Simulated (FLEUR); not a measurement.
BaTiO3:

```xyz
5
Lattice="3.9998 0.0000 0.0000 0.0000 3.9998 0.0000 0.0000 0.0000 4.0180" Properties=species:S:1:pos:R:3 pbc="T T T"
Ba    0.0000    0.0000    0.0000
Ti    1.9999    1.9999    1.9688
O     0.0000    1.9999    2.0773
O     1.9999    0.0000    2.0773
O     1.9999    1.9999    0.0763
```

```yaml
Program: FLEUR MaX-R8.1 (later development tree)
Task: single point
Functional: PBE
Potentials_or_basis: all-electron
Basis: FLAPW
Kmax: 5.33 1/bohr
k_mesh: 7 × 7 × 7
Occupations: fermi-dirac, width 0.05 eV
Spin: no spin polarisation
Gmax: 16.5 1/bohr
Muffin-tin_radii: Ba 2.53, Ti 1.84, O 1.41 bohr
lmax: Ba 10, Ti 8, O 8
lnonsphr: Ba 10, Ti 8, O 8
Local_orbitals_a_species: Ba 6, Ti 5, O 3
Max_iterations: 60
Mixing_factor: 0.05
Mixer: Anderson
Mixer_history: 15
```

On this cell: largest force 0.306 eV/Å; band gap on the k mesh 1.92 eV, indirect (least direct gap 2.08 eV).

The same run follows on a disturbed copy (atoms moved at random, drawn with an rms of 0.05 Å):

```
CELL_PARAMETERS angstrom
3.99980 0.00000 0.00000
0.00000 3.99980 0.00000
0.00000 0.00000 4.01800
ATOMIC_POSITIONS crystal
Ba 0.99009 0.01538 0.99613
Ti 0.49689 0.50035 0.49338
O 0.99631 0.50045 0.51255
O 0.51343 0.00046 0.52163
O 0.50648 0.49304 0.02463
```

Q: What does the disturbed cell give?

A: The energy moves by +7.9 meV/atom; largest force 0.513 eV/Å; band gap on the k mesh 1.94 eV, indirect (least direct gap 2.09 eV).

Forces on the atoms (eV/Å):
```
Ba   0.250 -0.388  0.222
Ti  -0.012  0.173 -0.282
O    0.452  0.058  0.082
O   -0.414 -0.051 -0.105
O   -0.277  0.206  0.087
```

Caveats: spin-orbit coupling is left out, which moves the levels of the heavy elements; an odd mesh through Γ misses points on the zone boundary, where band edges often lie.
